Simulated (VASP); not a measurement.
The system is RbBr.

```xyz
2
Lattice="0.0000 3.4270 3.4270 3.4270 0.0000 3.4270 3.4270 3.4270 0.0000" Properties=species:S:1:pos:R:3 pbc="T T T"
Rb    0.0000    0.0000    0.0000
Br    3.4270    3.4270    3.4270
```

Program: VASP 6.6.1. Alike in all runs: task band structure; potentials or basis VASP PAW PBE potentials, release 64 (Rb_sv, Br); cell as given; cutoff (eV) 520; smearing fermi-dirac 0.05 eV. Hardware: 1 thread of Intel(R) Xeon(R) Platinum 8488C (Sapphire Rapids), with other jobs on the host.

Question: Order these runs on this cell by their wall time, lowest first.
A. level r2SCAN; spin SOC, no magnetisation; k mesh 5 × 5 × 5
B. level SCAN; spin off; k mesh 7 × 7 × 7
C. level r2SCAN; spin off; k mesh 7 × 7 × 7

Answer: C (160 s), B (320 s), A (890 s).

Runs at the PBE level aren't shown here.
